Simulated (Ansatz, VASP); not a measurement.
# Two plane-wave programs on BN

The input INCAR:

```
PREC = Accurate
ENCUT = 520
EDIFF = 1E-6
ISMEAR = 0
SIGMA = 0.05
LREAL = F
LASPH = T
NELM = 100
ALGO = Normal
ISIF = 2
LWAVE = F
LCHARG = T
GGA = PE
LELF = T
LVHAR = T
NBANDS = 11
```

KPOINTS

```
Automatic mesh
0
Gamma
  12 12 12
```

POSCAR

```
BN
1.0
    0.0000000000      1.8267606703      1.8267606703
    1.8267606703      0.0000000000      1.8267606703
    1.8267606703      1.8267606703      0.0000000000
B N
1 1
Direct
    0.0000000000      0.0000000000      0.0000000000
    0.7500000000      0.7500000000      0.7500000000
```

Input for Ansatz:

```yaml
crystal:
  lattice:
    - [0.0, 1.8267606703, 1.8267606703]
    - [1.8267606703, 0.0, 1.8267606703]
    - [1.8267606703, 1.8267606703, 0.0]
  atoms:
    - { symbol: B, position: [0.0, 0.0, 0.0] }
    - { symbol: "N", position: [0.75, 0.75, 0.75] }
basis:
  ecutwfc: 520.0
kpoints:
  mp_grid: { grid: [12, 12, 12] }
hamiltonian:
  xc: pbe
scf:
  occupations: { method: gaussian, width: 0.05 }
output:
  forces: true
  stress: true
  eigenvalues: true
```

Alike in both runs: task single point; functional PBE; k mesh 12 × 12 × 12; occupations gaussian, width 0.05 eV; no spin polarisation.

|  | VASP | Ansatz |
| --- | --- | --- |
| version | VASP 6.6.1 | Ansatz 0.2.0 |
| potentials or method | VASP PAW PBE potentials, release 64 (B, N) | scalar-relativistic, plane waves, PAW |
| plane-wave cutoff (eV) | 520 | 520 |
| valence electrons in the cell | 8 | 8 |

```tsv
	VASP	Ansatz	Ansatz less VASP
gap on the k mesh at the Fermi level (eV)	4.42	4.43	+0.010
least direct gap on the mesh (eV)	8.67	8.68	+0.009
pressure (GPa)	-8.3	-8.4	-0.15
```

With one functional, cell and mesh, what is left measures potentials, basis and numerics.

A k mesh can miss the band edges.
